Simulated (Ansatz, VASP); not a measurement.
## SiB2P2C in two plane-wave programs

Wanted: the spread between two codes on one cell, functional and k mesh. The cell is taken from a series of runs on this material, whose earlier steps may have relaxed, scaled, displaced or heated it; both programs get it as it stands.

Calculated with Ansatz 0.2.0; plane waves, with VASP 6.6.1 beside it; single point at HSE06.

## (1) The starting structure

The cell holds 12 atoms: 4 B, 4 P, 2 Si and 2 C. Its edges and angles: a = 3.163 Å, b = 4.487 Å, c = 9.521 Å, α = 90.0°, β = 90.0°, γ = 90.0°. It derives from BP. The structure's axis is c.

As a file:

```
B P Si C
1.0
     3.16264    0.00000    0.00000
     0.00000    4.48675    0.00000
     0.00000    0.00000    9.52143
B P Si C
4 4 2 2
Direct
  0.00000 0.97240 0.07385
  0.50000 0.48080 0.25809
  0.00000 0.98080 0.41745
  0.50000 0.47240 0.60168
  0.50000 0.22903 0.09172
  0.00000 0.73230 0.24920
  0.50000 0.23230 0.42634
  0.00000 0.72903 0.58382
  0.00000 0.04930 0.76730
  0.50000 0.54930 0.90824
  0.50000 0.28616 0.75206
  0.00000 0.78616 0.92347
```

## (2) VASP: single point, HSE06

A single point gives forces, pressure and levels at one fixed geometry, so differences don't come from the geometry; what else differs is listed under the comparison.

Lines of VASP's logs that name or quote its potential files are left out, and so is its time.

The run reads the wave functions of an earlier VASP run, which isn't shown here.

Contents of INCAR:

```
SYSTEM = SiB2P2C
PREC = Accurate
ENCUT = 520
EDIFF = 1E-06
NELM = 100
ISMEAR = 0
SIGMA = 0.01
LREAL = .FALSE.
ALGO = Normal
LHFCALC = .TRUE.
AEXX = 0.25
GGA = PE
HFSCREEN = 0.208
LASPH = .TRUE.
NBANDS = 36
PRECFOCK = Fast
LORBIT = 11
LWAVE = .FALSE.
LCHARG = .FALSE.
KPAR = 4
NCORE = 2
ISIF = 2
```

Contents of POSCAR:

```
SiB2P2C
1.0
    3.1626406135      0.0000000000      0.0000000000
    0.0000000000      4.4867471562     -0.0000021681
    0.0000000000     -0.0000046631      9.5214322251
B P Si C
4 4 2 2
Direct
    0.0000000000      0.9724008419      0.0738524308
    0.5000000000      0.4808022534      0.2580866696
    0.0000000000      0.9808022932      0.4174493907
    0.5000000000      0.4724001920      0.6016838273
    0.5000000000      0.2290313149      0.0917151119
    0.0000000000      0.7322991948      0.2491993833
    0.5000000000      0.2322991288      0.4263365533
    0.0000000000      0.7290314443      0.5838211069
    0.0000000000      0.0493034712      0.7672996926
    0.5000000000      0.5493035824      0.9082366183
    0.5000000000      0.2861631318      0.7520628987
    0.0000000000      0.7861631513      0.9234735059
```

Contents of KPOINTS:

```
Automatic mesh
0
Gamma
4 4 2
0 0 0
```

Potentials, in the order of the species: B, P, Si and C (PBE family, release 64).

Launch:

```bash
$ mpirun -np 8 vasp_std
```

Numbers of over 12 decimals in the logs are rounded to 6 here.

The program printed:

```text
[banner, memory and clock lines left out]
running    8 mpi-ranks, on    1 nodes
 distrk:  each k-point on    2 cores,    4 groups
 distr:  one band on    2 cores,    1 groups

 POSCAR found type information on POSCAR B P SiC
 POSCAR found :  4 types and      12 ions
 LDA part: xc-table for (Slater+PW92), standard interpolation
 found WAVECAR, reading the header
 POSCAR, INCAR and KPOINTS ok, starting setup
 FFT: planning ... GRIDC
 FFT: planning ... GRID_SOFT
 FFT: planning ... GRID
 reading WAVECAR
 the WAVECAR file was read successfully
 initial charge from wavefunction
 entering main loop
       N       E                     dE             d eps       ncg     rms          rms(c)
DAV:   1    -0.930350671740E+02   -0.93035E+02   -0.14775E+00  1308   0.615E+00    0.477E+00
DAV:   2    -0.930480346158E+02   -0.12967E-01   -0.50611E-02  1536   0.100E+00    0.333E+00
DAV:   3    -0.930457293706E+02    0.23052E-02   -0.16802E-03  1568   0.206E-01    0.195E+00
DAV:   4    -0.930448288816E+02    0.90049E-03   -0.45928E-04  1512   0.100E-01    0.111E+00
DAV:   5    -0.930445308351E+02    0.29805E-03   -0.10551E-04  1528   0.490E-02    0.625E-01
DAV:   6    -0.930444279874E+02    0.10285E-03   -0.30620E-05  1520   0.289E-02    0.351E-01
DAV:   7    -0.930443940086E+02    0.33979E-04   -0.12399E-05  1512   0.186E-02    0.198E-01
DAV:   8    -0.930443830717E+02    0.10937E-04   -0.34435E-06  1344   0.102E-02    0.112E-01
DAV:   9    -0.930443795368E+02    0.35349E-05   -0.11954E-06   860   0.625E-03    0.636E-02
DAV:  10    -0.930443784921E+02    0.10448E-05   -0.53318E-07   820   0.392E-03    0.354E-02
DAV:  11    -0.930443782376E+02    0.25443E-06   -0.16560E-07   760   0.214E-03
   1 F= -.93044378E+02 E0= -.93044378E+02  d E =-.799461E-13
```

Parts of OUTCAR (step 2):

```text
ion  position               nearest neighbor table
   1  0.000  0.972  0.074-  12 1.66   5 1.96   5 1.96   6 1.99
   2  0.500  0.481  0.258-   6 1.94   6 1.94   5 1.95   7 1.95
   3  0.000  0.981  0.417-   7 1.94   7 1.94   8 1.95   6 1.95
   4  0.500  0.472  0.602-  11 1.66   8 1.96   8 1.96   7 1.99
   5  0.500  0.229  0.092-   2 1.95   1 1.96   1 1.96  10 2.26
   6  0.000  0.732  0.249-   2 1.94   2 1.94   3 1.95   1 1.99
   7  0.500  0.232  0.426-   3 1.94   3 1.94   2 1.95   4 1.99
   8  0.000  0.729  0.584-   3 1.95   4 1.96   4 1.96   9 2.26
   9  0.000  0.049  0.767-  12 1.90  11 1.91  11 1.91   8 2.26  10 3.06  10 3.06  10 3.06  10 3.06

  LATTYP: Found a simple orthorhombic cell.
 ALAT       =     3.1626406135
 B/A-ratio  =     1.4186712006
 C/A-ratio  =     3.0105956979

 Subroutine GETGRP returns: Found  4 space group operations
 (whereof  2 operations were pure point group operations)

The static configuration has the point symmetry C_1h.
 The point group associated with its full space group is C_2v.

 Found     18 irreducible k-points:

   k-points           NKPTS =     18   k-points in BZ     NKDIM =     32   number of bands    NBANDS=     36

   dimension x,y,z NGX =    24 NGY =   36 NGZ =   72
   dimension x,y,z NGXF=    48 NGYF=   72 NGZF=  144

   ENCUT  =  520.0 eV  38.22 Ry    6.18 a.u.   5.88  8.34 17.70*2*pi/ulx,y,z

   NELECT =      48.0000    total number of electrons

 k-points in reciprocal lattice and weights: Automatic mesh
   0.00000000  0.00000000  0.00000000       0.031
   0.25000000  0.00000000  0.00000000       0.062
   0.50000000  0.00000000  0.00000000       0.031
   0.00000000  0.25000000  0.00000000       0.062
   0.25000000  0.25000000  0.00000000       0.125
   0.50000000  0.25000000  0.00000000       0.062
   0.00000000  0.50000000  0.00000000       0.031
   0.25000000  0.50000000  0.00000000       0.062
   0.50000000  0.50000000  0.00000000       0.031
[...]
0.25000000  0.50000000  0.50000000       0.062
   0.50000000  0.50000000  0.50000000       0.031

  exchange ACFDT corr.  =         0.00000000  see jH, gK, PRB 81, 115126

 average (electrostatic) potential at core
       1 -21.3638       2 -21.1381       3 -21.1381       4 -21.3638       5 -77.0907
       6 -77.1363       7 -77.1363       8 -77.0907       9 -77.9973      10 -77.9973
      11 -42.4075      12 -42.4075

 E-fermi :   7.6335

 k-point     1 :       0.0000    0.0000    0.0000
  band No.  band energies     occupation
    ...
     20       6.0733      2.00000
     21       6.8642      2.00000
     22       7.2437      2.00000
     23       7.4826      2.00000
     24       7.5871      2.00000
     25       9.3412      0.00000
     26      10.0425      0.00000
     27      11.1560      0.00000
     28      11.3471      0.00000
     29      12.2007      0.00000
    ...

 k-point     2 :       0.2500    0.0000    0.0000
  band No.  band energies     occupation
    ...
     20       4.1512      2.00000
     21       4.2460      2.00000
     22       4.3004      2.00000
     23       5.2924      2.00000
     24       6.8925      2.00000
     25      10.1034      0.00000
     26      10.2877      0.00000
     27      10.5114      0.00000
     28      11.9833      0.00000
     29      12.4381      0.00000
    ...

 k-point     3 :       0.5000    0.0000    0.0000
  band No.  band energies     occupation
    ...
     20       2.9306      2.00000
     21       3.0579      2.00000
     22       3.0579      2.00000
     23       5.3924      2.00000
     24       5.3924      2.00000
     25       9.6850      0.00000
     26       9.6850      0.00000
     27      10.8720      0.00000
     28      10.8720      0.00000
     29      10.9841      0.00000
    ...

  Total        0.4043913     -0.7831812     -0.5486478      0.0000000      0.0000006      0.0000000
  in kB        4.7954425     -9.2872927     -6.5060970      0.0000000      0.0000077      0.0000000
  external PRESSURE =      -3.6659824 kB  Pullay stress =       0.0000000 kB

  energy-cutoff  :      520.00
  volume of cell :      135.11
      direct lattice vectors                 reciprocal lattice vectors
     3.162640613  0.000000000  0.000000000     0.316191475  0.000000000  0.000000000
     0.000000000  4.486747156 -0.000002168     0.000000000  0.222878617  0.000000109
     0.000000000 -0.000004663  9.521432225     0.000000000  0.000000051  0.105026216

 POSITION                                       TOTAL-FORCE (eV/Angst)
 -----------------------------------------------------------------------------------
      0.00000      4.36292      0.70318         0.000000      0.088944      0.077814
      1.58132      2.15724      2.45735         0.000000      0.036439     -0.013955
      0.00000      4.40061      3.97471         0.000000      0.036439      0.013955
      1.58132      2.11954      5.72889         0.000000      0.088944     -0.077814
      1.58132      1.02761      0.87326         0.000000      0.021839     -0.073541
      0.00000      3.28564      2.37273         0.000000     -0.062785      0.035554
      1.58132      1.04227      4.05933         0.000000     -0.062785     -0.035554
      0.00000      3.27098      5.55881         0.000000      0.021839      0.073541
      0.00000      0.22121      7.30579         0.000000     -0.002586     -0.029417
      1.58132      2.46458      8.64771         0.000000     -0.002586      0.029417
      1.58132      1.28394      7.16072         0.000000     -0.081851      0.125382
      0.00000      3.52731      8.79279         0.000000     -0.081851     -0.125382
 -----------------------------------------------------------------------------------
    total drift:                                0.000000      0.000123      0.000031

  FREE ENERGIE OF THE ION-ELECTRON SYSTEM (eV)
  ---------------------------------------------------
  free  energy   TOTEN  =       -93.0443782376 eV

  energy  without entropy=      -93.0443782376  energy(sigma->0) =      -93.04437824

 total charge
# of ion       s       p       d       tot
------------------------------------------
    1        0.663   1.264   0.000   1.927
    2        0.673   1.305   0.000   1.978
    3        0.673   1.305   0.000   1.978
    4        0.663   1.264   0.000   1.927
    5        0.996   1.627   0.000   2.624
    6        0.991   1.609   0.000   2.600
    7        0.991   1.609   0.000   2.600
    8        0.996   1.627   0.000   2.624
    9        0.729   0.962   0.000   1.691
   10        0.729   0.962   0.000   1.691
   11        0.832   1.665   0.000   2.497
   12        0.832   1.665   0.000   2.497
--------------------------------------------------
tot          9.770  16.864   0.000  26.634

[... 3 further parts left out ...]
```

The run ends at a pressure of -0.37 GPa, with forces up to 0.15 eV/Å.

(Part 1 of 2 ends here.)

[Lines on the potential files, build, host, timing and source positions are cut from VASP's logs without a mark.]

[Logs are printed without paths, hosts, clocks, repeated set-up lines and the standing remarks that a program may print on its own settings, such as how far it seeks lower states.]

[Hosts, paths, dates, database ids (printed as entryN), source tags and the programs' standing remarks are cut or masked in the printed files.]
